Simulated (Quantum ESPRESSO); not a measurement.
Input of a Quantum ESPRESSO 7.5 run:

pw.in

```
&CONTROL
  calculation = 'vc-relax'
  prefix = 'pwscf'
  outdir = './tmp'
  pseudo_dir = './pseudo'
  tprnfor = .true.
  tstress = .true.
  disk_io = 'low'
  nstep = 40
  forc_conv_thr = 0.0004
  etot_conv_thr = 1d-05
/
&SYSTEM
  ibrav = 0
  A = 2.76066562
  nat = 2
  ntyp = 1
  ecutwfc = 45
  ecutrho = 360
  nbnd = 24
  occupations = 'smearing'
  smearing = 'fd'
  degauss = 0.00367493
/
&ELECTRONS
  conv_thr = 4d-10
  electron_maxstep = 120
  mixing_beta = 0.5
/
&IONS
  ion_dynamics = 'bfgs'
/
&CELL
  cell_dynamics = 'bfgs'
  press = 0
  press_conv_thr = 0.3
/
ATOMIC_SPECIES
Pt   195.0840 pt_pbesol_v1.4.uspp.F.UPF
CELL_PARAMETERS alat
   0.9999999985    0.0000000000    0.0000000000
  -0.4999999992    0.8660254025    0.0000000000
   0.0000000000    0.0000000000    1.7358618028
ATOMIC_POSITIONS alat
Pt    -0.0000000001    0.5773502683    0.4339654507
Pt     0.4999999993    0.2886751341    1.3018963521
K_POINTS automatic
11 11 6 0 0 0
```

Potentials or basis: GBRV 1.5 PBEsol.

Command:

```bash
$ OMP_NUM_THREADS=1 mpirun -n 2 pw.x -nk 2 -in pw.in > pw.out
```

Predict the relaxed volume.

15.09 Å³/atom.

What does it give for the space group after relaxing (to 0.05 Å)?

P6_3/mmc (No. 194).

Estimate the relaxed cell.

a = 2.729 Å, b = 2.729 Å, c = 4.678 Å, α = 90.00°, β = 90.00°, γ = 120.00°.

Final structure:
```xyz
2
Lattice="2.7291 0.0000 0.0000 -1.3646 2.3635 0.0000 0.0000 0.0000 4.6777" Properties=species:S:1:pos:R:3 pbc="T T T"
Pt    0.0000    1.5757    1.1694
Pt    1.3646    0.7878    3.5083
```

The run has no spin-orbit coupling, so splittings on Pt are missing.
